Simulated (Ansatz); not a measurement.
# MgI2: band gap under strain

Aim: follow the gap of MgI2 built on the CdI2 prototype through these states: +5.0 % biaxial strain in x and y, free along z; -4.0 % equal strain in all directions; -1.5 % equal strain in all directions. The table at the end shows which levels were run.

Program: Ansatz 0.2.0. PAW datasets, plane waves. The values are computed, spin-unpolarised, and not measurements.

## (1) The structure to begin with

The unstrained cell was relaxed with r2SCAN+rVV10; in each strained cell the atoms were relaxed again with r2SCAN+rVV10. Names of k-points are those of the unstrained zone, where strain can split equivalent points. First state: +5.0 % biaxial strain in x and y, free along z.

The symmetry is P-3m1 (No. 164, trigonal); a = 4.365 Å, c = 6.662 Å in the conventional setting, 36.64 Å³ an atom. Near Mg stand 6 I at 2.98 Å; near I stand 3 Mg at 2.98 Å.

The structure in full:

```
Mg I
1.0
     4.36507    0.00000    0.00000
    -2.18254    3.78026    0.00000
     0.00000    0.00000    6.66162
Mg I
1 2
Direct
  0.00000 0.00000 0.00000
  0.33333 0.66667 0.23954
  0.66667 0.33333 0.76046
```

From earlier runs on the unstrained cell: PBE 3.49 eV, r2SCAN 4.11 eV, HSE06 4.45 eV; a = 4.157 Å, c = 6.873 Å.

## (2) +5.0 % biaxial strain in x and y, free along z: PBE

The input, input.yaml:

```yaml
crystal:
  lattice:
    - [4.3650737127, 0.0, 0.0]
    - [-2.1825368563, 3.7802647246, 0.0]
    - [0.0, 0.0, 6.6616191115]
  atoms:
    - { symbol: Mg, position: [0.0, 0.0, 0.0] }
    - { symbol: I, position: [0.3333333333, 0.6666666667, 0.2395358614] }
    - { symbol: I, position: [0.6666666667, 0.3333333333, 0.7604641386] }
kpoints:
  mp_grid: { grid: [12, 12, 4] }
  band_path:
    path:
      - [0.0, 0.0, 0.0]
      - [0.5, 0.0, 0.0]
      - [0.3333333333, 0.3333333333, 0.0]
      - [0.0, 0.0, 0.5]
      - [0.5, 0.0, 0.5]
      - [0.3333333333, 0.3333333333, 0.5]
    npoints: 1
hamiltonian:
  xc: pbe
scf:
  occupations: { method: fermi_dirac, width: 0.02 }
  n_extra_bands: 4
output:
  forces: true
  stress: true
  eigenvalues: true
  write_density: true
  write_potential: true
  elf: true
  volumetric_format: npy
```

Started as:

```bash
$ ansatz run input.yaml --threads 4 --pin off --max-ram 4608MiB --backend cpu --events-out ev --progress --plain --runs-dir out
```

After this run come: +5.0 % biaxial strain in x and y, free along z: r2SCAN; +5.0 % biaxial strain in x and y, free along z: HSE06; -4.0 % equal strain in all directions: PBE; -4.0 % equal strain in all directions: r2SCAN; -4.0 % equal strain in all directions: HSE06; -1.5 % equal strain in all directions: PBE; -1.5 % equal strain in all directions: r2SCAN; -1.5 % equal strain in all directions: HSE06.

What does the calculation give?

**Answer**, as computed:

Least gap in eV (negative: overlap), with the change from the unstrained cell in brackets:

| state | volume change (%) | PBE | r2SCAN | HSE06 |
| --- | --- | --- | --- | --- |
| +5.0 % biaxial strain in x and y, free along z | +6.9 | 2.97 (-0.52) | 3.73 (-0.38) | 3.96 (-0.49) |
| -4.0 % equal strain in all directions | -11.5 | 3.43 (-0.06) | 4.05 (-0.06) | 4.37 (-0.08) |
| -1.5 % equal strain in all directions | -4.4 | 3.49 (+0.00) | 4.11 (+0.00) | 4.44 (-0.01) |

With HSE06, of the states in the table +5.0 % biaxial strain in x and y, free along z shifts the gap most, by -0.488 eV. PBE and HSE06 differ by 0.95 eV on the unstrained gap, and by at most 0.03 eV on its change: PBE follows the response to strain far better than the gap itself. Spin-orbit coupling is left out of the table, though the cell holds I (Z = 53); in an element this heavy it can shift bands and gaps by tenths of an eV.
